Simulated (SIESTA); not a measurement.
Crystal: Pb.

```
Pb
1.0
     0.01933    2.46287    2.45281
     2.50286   -0.00675    2.47889
     2.48132    2.46742    0.01479
Pb
1
Direct
  0.00000 0.00000 0.00000
```

Base run:

| Property | Result |
| --- | --- |
| Program | SIESTA 5.4.2 |
| Functional | optB88-vdW |
| Potentials or basis | PseudoDojo 0.4 standard (PBE files) |
| Basis | DZP (energy shift 0.003 Ry; two zetas on semicore shells) |
| Grid cutoff | 500 Ry |
| Energy shift | 0.003 Ry |
| k mesh | 9 × 9 × 9 |
| Occupations | fermi-dirac, width 0.05 eV |
| Spin | no spin polarisation |

Its results: band gap on the k mesh none (metal or under the smearing width); pressure 3.1 GPa.

Problem. The run is repeated on the same cell with these changes: functional from optB88-vdW to VV10. What comes out?

Solution. Band gap on the k mesh none (metal or under the smearing width); pressure 3.9 GPa.

Caveats: the potentials were made for another functional, which shifts forces and pressure; the basis of atomic orbitals isn't converged, which shifts pressures, moduli and gaps; the non-local part is tabulated coarsely and may be off by about a percent (some runs).
